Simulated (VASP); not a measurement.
# CrO2 (Fm-3m) in VASP: a series of runs

Runs on CrO2. Level: PBEsol+U. Tasks: single point.

Everything below comes from runs of VASP 6.6.1. Logs are shortened: lines on timing, memory, paths and dates and some standing lists are left out, and cuts for length are marked.

## (1) The structure

Symmetry: Fm-3m, No. 225, cubic system. The conventional cell has a = 4.674 Å, b = 4.674 Å, c = 4.674 Å, α = 90.00°, β = 90.00°, γ = 90.00°. Cr (site symmetry m-3m) is surrounded by 8 O at 2.02 Å. Around O (site symmetry -43m) lie 4 Cr at 2.02 Å.

Measurements of this composition are mostly on another form, of space group No. 136.

## (2) Single point, PBEsol+U, collinear spin, ferromagnetic start

File INCAR:

```
SYSTEM = CrO2
PREC = Accurate
ENCUT = 520
EDIFF = 1E-7
ISMEAR = 0
SIGMA = 0.05
LREAL = .FALSE.
LASPH = .TRUE.
NELM = 100
ALGO = Normal
ISIF = 2
LWAVE = .FALSE.
LCHARG = .TRUE.
ISPIN = 2
MAGMOM = 3 0 0
LORBIT = 11
LMAXMIX = 4
LDAU = .TRUE.
LDAUTYPE = 2
LDAUL = 2 -1
LDAUU = 8 0
LDAUJ = 0 0
LDAUPRINT = 1
GGA = PS
LELF = .TRUE.
LVHAR = .TRUE.
NBANDS = 23
```

File KPOINTS:

```
Automatic mesh
0
G
  7 7 7
  0 0 0
```

File POSCAR:

```
CrO2
1.0
    0.0000000000      2.3368421000      2.3368421000
    2.3368421000      0.0000000000      2.3368421000
    2.3368421000      2.3368421000      0.0000000000
Cr O
1 2
Direct
    0.0000000000      0.0000000000      0.0000000000
    0.2500000000      0.2500000000      0.2500000000
    0.7500000000      0.7500000000      0.7500000000
```

Potentials or basis: VASP PAW PBE potentials, release 64 (Cr_pv, O).

Run with:

```
$ cat potpaw_PBE.64/Cr_pv/POTCAR potpaw_PBE.64/O/POTCAR > POTCAR
$ mpirun -np 1 vasp_std > vasp.out
```

OUTCAR:

```text
SYSTEM = CrO2
   PREC = Accurate
   ENCUT = 520
   EDIFF = 1E-7
   ISMEAR = 0
   LREAL = .FALSE.
   LASPH = .TRUE.
   NELM = 100
   ISIF = 2
   ISPIN = 2
   LORBIT = 11
   GGA = PS

 ion  position               nearest neighbor table
   1  0.000  0.000  0.000-   3 2.02   3 2.02   3 2.02   2 2.02   3 2.02   2 2.02   2 2.02   2 2.02

   2  0.250  0.250  0.250-   1 2.02   1 2.02   1 2.02   1 2.02
   3  0.750  0.750  0.750-   1 2.02   1 2.02   1 2.02   1 2.02

  LATTYP: Found a face centered cubic cell.
 ALAT       =     4.6736842000

  Lattice vectors:

 A1 = (   0.0000000000,   2.3368421000,   2.3368421000)
 A2 = (   2.3368421000,   0.0000000000,   2.3368421000)
 A3 = (   2.3368421000,   2.3368421000,   0.0000000000)

Analysis of symmetry for initial positions (statically):
=====================================================================
 Subroutine PRICEL returns:
 Original cell was already a primitive cell.

 Routine SETGRP: Setting up the symmetry group for a
 face centered cubic supercell.

 Subroutine GETGRP returns: Found 48 space group operations
 (whereof 48 operations were pure point group operations)
 out of a pool of 48 trial point group operations.

The static configuration has the point symmetry O_h .

Analysis of symmetry for dynamics (positions and initial velocities):
=====================================================================
 Subroutine PRICEL returns:
 Original cell was already a primitive cell.

 Routine SETGRP: Setting up the symmetry group for a
 face centered cubic supercell.

 Subroutine GETGRP returns: Found 48 space group operations
 (whereof 48 operations were pure point group operations)
 out of a pool of 48 trial point group operations.

The dynamic configuration has the point symmetry O_h .

Analysis of structural, dynamic, and magnetic symmetry:
=====================================================================
 Subroutine PRICEL returns:
 Original cell was already a primitive cell.

 Routine SETGRP: Setting up the symmetry group for a
 face centered cubic supercell.

 Subroutine GETGRP returns: Found 48 space group operations
 (whereof 48 operations were pure point group operations)
 out of a pool of 48 trial point group operations.

The overall configuration has the point symmetry O_h .

 Subroutine INISYM returns: Found 48 space group operations
[... 165 lines left out ...]
  o =  0.4540  v =  0.0000 -0.5100 -0.0000  0.8602  0.0000  0.0000  0.0000  0.0000  0.0000  0.0000      0.0000  0.0000  0.0000  0.0000  0.0000  0.0000  0.0000  0.0000  0.0000  0.0000
  o =  0.4540  v =  1.0000  0.0000  0.0000  0.0000  0.0000  0.0000  0.0000  0.0000  0.0000  0.0000      0.0000  0.0000  0.0000  0.0000  0.0000  0.0000  0.0000  0.0000  0.0000  0.0000
  o =  0.9658  v =  0.0000 -0.0000  0.0236 -0.0000  0.9997  0.0000  0.0000  0.0000  0.0000  0.0000      0.0000  0.0000  0.0000  0.0000  0.0000  0.0000  0.0000  0.0000  0.0000  0.0000
  o =  0.9658  v =  0.0000  0.0000 -0.9997 -0.0000  0.0236  0.0000  0.0000  0.0000  0.0000  0.0000      0.0000  0.0000  0.0000  0.0000  0.0000  0.0000  0.0000  0.0000  0.0000  0.0000

 number of electron      23.9999997 magnetization       1.9999972

 Free energy of the ion-electron system (eV)
  ---------------------------------------------------
  ext. energy  EPLUGINS =         0.00000000
  ---------------------------------------------------
  free energy    TOTEN  =       -19.91891242 eV

  energy without entropy =      -19.91804373  energy(sigma->0) =      -19.91847807

 E-fermi :   7.6152     XC(G=0): -12.9279

 val. band max:        7.5936205035   @ k =  -0.4286   0.4286   0.0000
 cond. band min:       7.6398087387   @ k =  -0.4286   0.4286   0.0000
 fundamental gap:      0.0461882352
 Fermi energy:         7.6152337740

 spin component 1

 k-point     1 :       0.0000    0.0000    0.0000
  band No.  band energies     occupation
      1     -37.9660      1.00000
      2     -37.9660      1.00000
      3     -37.9659      1.00000
      4     -13.0070      1.00000
      5      -8.1112      1.00000
      6       0.6310      1.00000
[... 509 lines left out ...]
     22      27.2223      0.00000
     23      27.8686      0.00000
 Fermi energy:         7.6152337740

 spin component 2

 k-point     1 :       0.0000    0.0000    0.0000
  band No.  band energies     occupation
      1     -35.1627      1.00000
      2     -35.1627      1.00000
      3     -35.1627      1.00000
      4     -13.4129      1.00000
      5      -8.8081      1.00000
      6       1.4574      1.00000
[... 509 lines left out ...]
     22      28.7887      0.00000
     23      29.9723      0.00000

------------------------ aborting loop because EDIFF is reached ----------------------------------------

  FORCE on cell =-STRESS in cart. coord.  units (eV):
  Direction    XX          YY          ZZ          XY          YZ          ZX
  --------------------------------------------------------------------------------------
  -------------------------------------------------------------------------------------
  Total        2.5274820      2.5274820      2.5274820      0.0000000     -0.0000000     -0.0000000
  in kB      158.6647898    158.6647898    158.6647898      0.0000000     -0.0000000     -0.0000000
  external PRESSURE =     158.6647898 kB  Pullay stress =       0.0000000 kB

 VOLUME and BASIS-vectors are now :
 -----------------------------------------------------------------------------
  energy-cutoff  :      520.00
  volume of cell :       25.52
      direct lattice vectors                 reciprocal lattice vectors
     0.000000000  2.336842100  2.336842100    -0.213963964  0.213963964  0.213963964
     2.336842100  0.000000000  2.336842100     0.213963964 -0.213963964  0.213963964
     2.336842100  2.336842100  0.000000000     0.213963964  0.213963964 -0.213963964

 POSITION                                       TOTAL-FORCE (eV/Angst)
 -----------------------------------------------------------------------------------
      0.00000      0.00000      0.00000        -0.000000     -0.000000      0.000000
      1.16842      1.16842      1.16842         0.000000      0.000000      0.000000
      3.50526      3.50526      3.50526        -0.000000     -0.000000     -0.000000
 -----------------------------------------------------------------------------------
    total drift:                               -0.000000     -0.000000      0.000000

  FREE ENERGIE OF THE ION-ELECTRON SYSTEM (eV)
  ---------------------------------------------------
  free  energy   TOTEN  =       -19.9189124210 eV

  energy  without entropy=      -19.9180437259  energy(sigma->0) =      -19.91847807

 total charge

# of ion       s       p       d       tot
------------------------------------------
    1        0.324   6.400   3.865  10.590
    2        1.580   3.458   0.000   5.037
    3        1.580   3.458   0.000   5.037
--------------------------------------------------
tot          3.483  13.315   3.865  20.664

 magnetization (x)

# of ion       s       p       d       tot
------------------------------------------
    1        0.030   0.043   2.684   2.758
    2       -0.009  -0.346   0.000  -0.355
    3       -0.009  -0.346   0.000  -0.355
--------------------------------------------------
tot          0.011  -0.649   2.684   2.047
```

OSZICAR:

```text
N       E                     dE             d eps       ncg     rms          rms(c)
DAV:   1     0.232577312918E+03    0.23258E+03   -0.12892E+04  1840   0.115E+03
DAV:   2    -0.146998610279E+02   -0.24728E+03   -0.23175E+03  2078   0.353E+02
DAV:   3    -0.257847273446E+02   -0.11085E+02   -0.11029E+02  2064   0.823E+01
DAV:   4    -0.258540445764E+02   -0.69317E-01   -0.69312E-01  1966   0.694E+00
[... 13 lines left out ...]
DAV:  18    -0.199189004810E+02   -0.48203E-06   -0.32167E-05  2052   0.395E-02    0.238E-02
DAV:  19    -0.199189131577E+02   -0.12677E-04   -0.15159E-04  2195   0.751E-02    0.170E-02
DAV:  20    -0.199189121365E+02    0.10212E-05   -0.81758E-06  1937   0.236E-02    0.497E-03
DAV:  21    -0.199189124119E+02   -0.27546E-06   -0.76293E-06  2219   0.132E-02    0.357E-03
DAV:  22    -0.199189124210E+02   -0.90513E-08   -0.58370E-07  1750   0.702E-03
   1 F= -.19918912E+02 E0= -.19918478E+02  d E =-.868695E-03  mag=     2.0000
```

Wall time 42 s (1 thread of Intel Xeon Platinum 8488C (Sapphire Rapids), shared host); peak memory 0.17 GiB.

What came out:

```
Free energy                                           : -19.9189 eV
Pressure                                              : 15.9 GPa
Band gap on the k mesh                                : 0.05 eV, direct
Net moment                                            : 2.00 μB per cell
Site moments                                          : Cr +2.76; O -0.35 μB
Valence electrons inside the program's atomic spheres : Cr 10.59; O 5.04
```

Eigenvalues of the final occupation matrices:
```
    site  spin  trace               eigenvalues
site 1 d     1   3.29  0.45 0.45 0.45 0.97 0.97
site 1 d     2   0.60  0.03 0.03 0.18 0.18 0.18
```

Caveat: the PAW data sets were made with another functional, which shifts forces and pressure a little; an odd mesh through Γ misses points on the zone boundary, where band edges often lie; a cell with one magnetic atom can't hold antiferromagnetic order, which such compounds often take.

## (3) Single point, PBEsol+U, collinear spin, antiferromagnetic start

This run uses another cell than the first one: it holds 6 atoms, not 3.

File INCAR:

```
PREC     = Accurate       # precision mode
ENCUT    = 520            # plane-wave cutoff, eV
EDIFF    = 1E-6           # SCF threshold, eV
ISMEAR   = 0              # smearing method
SIGMA    = 0.05           # smearing width, eV
LREAL    = F              # projectors in reciprocal space
LASPH    = T              # aspherical terms in the spheres
NELM     = 100            # most SCF steps
ALGO     = Normal         # electronic algorithm
ISIF     = 2              # what is computed and relaxed
LWAVE    = F              # write WAVECAR
LCHARG   = F              # write CHGCAR
ISPIN    = 2              # spin polarisation
MAGMOM   = 3 -3 0 0 0 0   # initial moments
LORBIT   = 11             # projections on sites
LMAXMIX  = 4              # l up to which the mixer works
LDAU     = T              # DFT+U
LDAUTYPE = 2            
LDAUL    = 2 -1           # shell
LDAUU    = 8 0            # U, eV
LDAUJ    = 0 0          
LDAUPRINT= 1            
GGA      = PS             # functional
NBANDS   = 37             # bands
```

File KPOINTS:

```
Automatic mesh
0
Gamma
  7 7 7
```

File POSCAR:

```
CrO2
1.0
    4.6736842000      2.3368421000      2.3368421000
    2.3368421000      4.6736842000      2.3368421000
    2.3368421000      2.3368421000      4.6736842000
Cr O
2 4
Direct
    0.0000000000      0.0000000000      0.0000000000
    0.5000000000      0.5000000000      0.5000000000
    0.1250000000      0.1250000000      0.1250000000
    0.6250000000      0.6250000000      0.6250000000
    0.3750000000      0.3750000000      0.3750000000
    0.8750000000      0.8750000000      0.8750000000
```

Potentials or basis: VASP PAW PBE potentials, release 64 (Cr_pv, O).

Run with:

```
$ cat potpaw_PBE.64/Cr_pv/POTCAR potpaw_PBE.64/O/POTCAR > POTCAR
$ mpirun -np 1 vasp_std > vasp.out
```

It took 7.7 min on 1 thread of Intel Xeon Platinum 8488C (Sapphire Rapids), shared host; peak memory 0.45 GiB.

The run converged, but a check on its numbers failed (symmetry, net force, bounds or a known fault of this set-up), so they aren't taken as properties of the crystal.

Caveat: the result breaks the symmetry of the cell; the PAW data sets were made with another functional, which shifts forces and pressure a little; an odd mesh through Γ misses points on the zone boundary, where band edges often lie.

## (4) Single point, PBEsol+U, collinear spin, zero start

File INCAR:

```
SYSTEM = CrO2
ALGO = Fast ; EDIFF = 1E-6
ENCUT = 520 ; GGA = PS
ISIF = 2 ; ISMEAR = 0
ISPIN = 2 ; LASPH = .True.
LCHARG = .False. ; LDAU = .True.
LDAUJ = 0 0 ; LDAUL = 2 -1
LDAUPRINT = 1 ; LDAUTYPE = 2
LDAUU = 8 0 ; LMAXMIX = 4
LORBIT = 11 ; LREAL = .False.
LWAVE = .False. ; MAGMOM = 0 0 0
NELM = 120 ; PREC = Accurate
SIGMA = 0.05
```

File KPOINTS:

```
k-points
0
Gamma
  7 7 7
  0 0 0
```

File POSCAR:

```
CrO2
1.0
    0.0000000000      2.3368421000      2.3368421000
    2.3368421000      0.0000000000      2.3368421000
    2.3368421000      2.3368421000      0.0000000000
Cr O
1 2
Direct
    0.0000000000      0.0000000000      0.0000000000
    0.2500000000      0.2500000000      0.2500000000
    0.7500000000      0.7500000000      0.7500000000
```

Run with:

```
$ cat potpaw_PBE.64/Cr_pv/POTCAR potpaw_PBE.64/O/POTCAR > POTCAR
$ mpirun -np 1 vasp_std > vasp.out
```

Wall time 39 s (1 thread of Intel Xeon Platinum 8488C (Sapphire Rapids), shared host); peak memory 0.17 GiB.

Results (log left out):

```
Free energy                                           : -15.8482 eV
Pressure                                              : 6.2 GPa
Band gap on the k mesh                                : none (metal or under the smearing width)
Net moment                                            : 0.00 μB per cell
Valence electrons inside the program's atomic spheres : Cr 10.61; O 5.01
```

Levels at points of the mesh, in eV from the Fermi level:
Spin up:
| k point | band 8 | band 9 | band 10 | band 11 | band 12 | band 13 | band 14 | band 15 | band 16 |
| --- | --- | --- | --- | --- | --- | --- | --- | --- | --- |
| (0.00, 0.00, 0.00) | -5.48 | -0.94 | -0.94 | -0.56 | -0.56 | -0.56 | 5.46 | 5.46 | 8.35 |
Spin down:
```
           k point  band 10  band 11  band 12  band 13  band 14  band 15
(0.00, 0.00, 0.00)    -0.94    -0.56    -0.56    -0.56     5.46     5.46
```

Eigenvalues of the final occupation matrices:
| site | spin | trace | eigenvalues |
| --- | --- | --- | --- |
| site 1 d | 1 | 1.98 | 0.25 0.25 0.25 0.62 0.62 |
| site 1 d | 2 | 1.98 | 0.25 0.25 0.25 0.62 0.62 |

Caveat: the PAW data sets were made with another functional, which shifts forces and pressure a little.
